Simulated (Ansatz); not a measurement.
**Quadrupolar parameters in SnS at a changed volume**

The cell is a structure deposited in the COD, relaxed with PBE at fixed cell and then changed (volume scaled by 1.06, ions relaxed).

```
CELL_PARAMETERS angstrom
11.54202 0.00000 0.00000
0.00000 4.12943 0.00000
0.00000 0.00000 4.32520
ATOMIC_POSITIONS crystal
Sn 0.12393 0.25000 0.11573
Sn 0.37607 0.75000 0.61573
Sn 0.62393 0.25000 0.38427
Sn 0.87607 0.75000 0.88427
S 0.84959 0.25000 0.48081
S 0.65041 0.75000 0.98081
S 0.34959 0.25000 0.01919
S 0.15041 0.75000 0.51919
```

Atom numbers follow the list; atoms alike are taken as one site, whose name carries the number of the first.

The numbers come from a DFT calculation in Ansatz (PBE, plane waves and PAW, scalar-relativistic, 420 eV cutoff, Γ-centred 4×11×10 k-points, Fermi–Dirac smearing 0.02 eV).

C_Q = eQV_zz/h, which is 24.18 MHz for Q = 1 b and V_zz = 10²¹ V/m²; η = (V_xx − V_yy)/V_zz.

³³S: I = 3/2, Q = -69.40 mb. Quadrupole moments are those of Pyykkö's year-2017 table.

Q: Which values are expected at the nuclei?

A: 

```
site  atoms (order as listed)                               first shell  V_xx, V_yy, V_zz (10²¹ V/m²)     η  C_Q (MHz)
  Sn               1, 2, 3, 4    3 S at 2.64–2.72 Å; also 2 S at 3.32 Å            4.67, 7.43, -12.10  0.23          –
   S               5, 6, 7, 8  3 Sn at 2.64–2.72 Å; also 2 Sn at 3.32 Å             1.53, 1.89, -3.43  0.10       5.75
```

At S V_zz stands upright on the plane through its three neighbours (within 9°).

Sn has no stable isotope with a ground-state quadrupole moment in the table, so no C_Q is given.

Without spin–orbit coupling (the program notes it for Sn) the gradients can shift somewhat, as the gap is small.
